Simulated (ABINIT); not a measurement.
## BP: relaxation of cell and atoms with PBE

Crystal: BP.

```
CELL_PARAMETERS angstrom
0.00000 2.26900 2.26900
2.26900 0.00000 2.26900
2.26900 2.26900 0.00000
ATOMIC_POSITIONS crystal
P 0.75000 0.75000 0.75000
B 0.00000 0.00000 0.00000
```

```yaml
Program: ABINIT 10.8.3 (patched build)
Task: relaxation of cell and atoms
Functional: PBE
Potentials_or_basis: JTH PAW PBE v2.0
Cutoff: 544 eV
k_mesh: 8 × 8 × 8
Occupations: fermi-dirac, width 0.05 eV
Spin: no spin polarisation
Cell_freedom_optcell: 2
Optimiser_ionmov: 2
Cutoff_smearing_ecutsm_Ha: 0.5
Force_stop_Ha/bohr: 2e-05
Fine-grid_cutoff: 1088.46 eV
Exchange_and_correlation_inside_the_PAW_spheres: full angular mesh (pawxcdev 0, this build's default; the released program takes 1)
```

```yaml
Relaxed_volume: 11.77 Å³/atom
Relaxed_cell: a = 3.217 Å, b = 3.217 Å, c = 3.217 Å, α = 60.00°, β = 60.00°, γ = 60.00°
Space_group_after_relaxing_to_0.05_Å: F-43m (No. 216)
Energy_gained_by_relaxing: 0.3 meV/atom
Ionic_steps: 4
Pressure_after_relaxing: 0.0 GPa
Band_gap_on_the_k_mesh: 1.28 eV, indirect (least direct gap 3.39 eV)
```

The path:
| step | energy change (eV) | largest force (eV/Å) | pressure (GPa) | volume (Å³) |
| --- | --- | --- | --- | --- |
| 1 | 0.0000 | 0.0000 | 1.25 | 23.36 |
| 2 | -0.0005 | 0.0000 | 0.62 | 23.45 |
| 3 | -0.0007 | 0.0000 | 0.01 | 23.54 |
| 4 | -0.0007 | 0.0000 | 0.00 | 23.54 |

Final structure:
```
P B
1.0
     0.00000    2.27477    2.27477
     2.27477    0.00000    2.27477
     2.27477    2.27477    0.00000
P B
1 1
Direct
  0.75000 0.75000 0.75000
  0.00000 0.00000 0.00000
```

Run time: 19 s on 1 thread of Arm Neoverse V2 (shared host), peak memory 0.1 GiB.

A k mesh can miss the band edges. Zero-point motion and thermal expansion aren't in these numbers.
